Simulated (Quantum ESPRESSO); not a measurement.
# Moving spin-orbit coupling in NaI

Symmetry: Fm-3m, No. 225, cubic system. Conventional cell: a = 6.473 Å, b = 6.473 Å, c = 6.473 Å, α = 90.00°, β = 90.00°, γ = 90.00°. Around I (site symmetry m-3m) lie 6 Na at 3.24 Å. Na (site symmetry m-3m) has 6 I at 3.24 Å as nearest neighbours.

Kept alike: task band structure; functional PBE; k mesh 7 × 7 × 7; occupations fermi-dirac, width 0.05 eV. Program: Quantum ESPRESSO, potentials by row: PseudoDojo 0.4.1 SR PBE standard (off); PseudoDojo 0.4 FR PBE standard (on), cutoff 1197 eV. The mesh is that of the run's cell of 2 atoms.

| spin-orbit coupling | band gap (eV) |
| --- | --- |
| off | 3.639 |
| on | 3.301 |

Gaps are the smaller of the mesh's and the band path's.

Q: What does spin-orbit coupling change here?

A: The band gap runs from 3.301 (on) to 3.639 eV (off). Spin-orbit coupling splits p and d bands at the edges, and the more so the heavier the atoms.
